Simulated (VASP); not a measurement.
WC (Qusongite):

```
W C
1.0
     2.90650    0.00000    0.00000
    -1.45325    2.51710    0.00000
     0.00000    0.00000    2.83660
W C
1 1
Direct
  0.00000 0.00000 0.00000
  0.66667 0.33333 0.50000
```

Base run:

- Program: VASP 6.6.1
- Functional: BLYP
- Potentials or basis: VASP PAW PBE potentials, release 64 (W_sv, C)
- Cutoff: 520 eV
- k mesh: 10 × 10 × 9
- Occupations: fermi-dirac, width 0.05 eV
- Spin: no spin polarisation

Its results: pressure 21.2 GPa.

Task: The run is repeated on the same cell with these changes: functional from BLYP to PW91; further incar settings from ALGO = Normal; EDIFF = 1e-06; NBANDS = 16 to ALGO = Fast; EDIFF = 1e-07. What comes out?

Result: Pressure 8.9 GPa.

Caveats: so large a pressure means that the cell lies far from this level's equilibrium, or that cutoff or potentials fall short (some runs); the potentials were made for another functional, which shifts forces and pressure (some runs); the PAW data sets were made with another functional, which shifts forces and pressure a little (some runs).
